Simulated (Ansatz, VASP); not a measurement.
**Two plane-wave programs on SiC**

Contents of INCAR:

```
ALGO = Normal
EDIFF = 1E-6
ENCUT = 520
GGA = PE
ISIF = 2
ISMEAR = 0
LASPH = T
LCHARG = F
LREAL = F
LWAVE = F
NBANDS = 36
NELM = 100
PREC = Accurate
SIGMA = 0.1
```

File KPOINTS:

```
k-points
0
Gamma
  6 6 2
```

POSCAR

```
SiC
1.0
    3.0766210100      0.0000000000      0.0000000000
   -1.5383105100      2.6644319500      0.0000000000
    0.0000000000      0.0000000000     15.0980843200
Si C
6 6
Direct
    0.3333333300      0.6666666700      0.8329861500
    0.6666666700      0.3333333300      0.3329861500
    0.6666666700      0.3333333300      0.6665006000
    0.3333333300      0.6666666700      0.1665006000
    0.0000000000      0.0000000000      0.4997294200
    0.0000000000      0.0000000000      0.9997294200
    0.0000000000      0.0000000000      0.8743664100
    0.0000000000      0.0000000000      0.3743664100
    0.3333333300      0.6666666700      0.7079967800
    0.6666666700      0.3333333300      0.2079967800
    0.6666666700      0.3333333300      0.5415216400
    0.3333333300      0.6666666700      0.0415216400
```

Input for Ansatz:

```yaml
crystal:
  lattice:
    - [3.07662101, 0.0, 0.0]
    - [-1.53831051, 2.66443195, 0.0]
    - [0.0, 0.0, 15.09808432]
  atoms:
    - { symbol: Si, position: [0.33333333, 0.66666667, 0.83298615] }
    - { symbol: Si, position: [0.66666667, 0.33333333, 0.33298615] }
    - { symbol: Si, position: [0.66666667, 0.33333333, 0.6665006] }
    - { symbol: Si, position: [0.33333333, 0.66666667, 0.1665006] }
    - { symbol: Si, position: [0.0, 0.0, 0.49972942] }
    - { symbol: Si, position: [0.0, 0.0, 0.99972942] }
    - { symbol: C, position: [0.0, 0.0, 0.87436641] }
    - { symbol: C, position: [0.0, 0.0, 0.37436641] }
    - { symbol: C, position: [0.33333333, 0.66666667, 0.70799678] }
    - { symbol: C, position: [0.66666667, 0.33333333, 0.20799678] }
    - { symbol: C, position: [0.66666667, 0.33333333, 0.54152164] }
    - { symbol: C, position: [0.33333333, 0.66666667, 0.04152164] }
basis:
  ecutwfc: 420
kpoints:
  mp_grid: { grid: [6, 6, 2] }
hamiltonian:
  xc: pbe
scf:
  occupations: { method: gaussian, width: 0.1 }
output:
  forces: true
  stress: true
  eigenvalues: true
```

The cell is a database's computed one.

Alike in both runs: task single point; functional PBE; k mesh 6 × 6 × 2; occupations gaussian, width 0.1 eV; no spin polarisation.

```csv
,VASP,Ansatz
version,VASP 6.6.1,Ansatz 0.2.0
potentials or method,"VASP PAW PBE potentials, release 64 (Si, C)","scalar-relativistic, plane waves, PAW"
plane-wave cutoff (eV),520,420
valence electrons in the cell,48,48
```

|  | VASP | Ansatz | Ansatz less VASP |
| --- | --- | --- | --- |
| gap on the k mesh at the Fermi level (eV) | 2.02 | 2.02 | +0.002 |
| least direct gap on the mesh (eV) | 3.12 | 3.12 | +0.003 |
| pressure (GPa) | 3.9 | 3.9 | +0.06 |
| largest component of the traceless stress (GPa) | 0.16 | 0.17 | +0.003 |

A k mesh can miss the band edges.
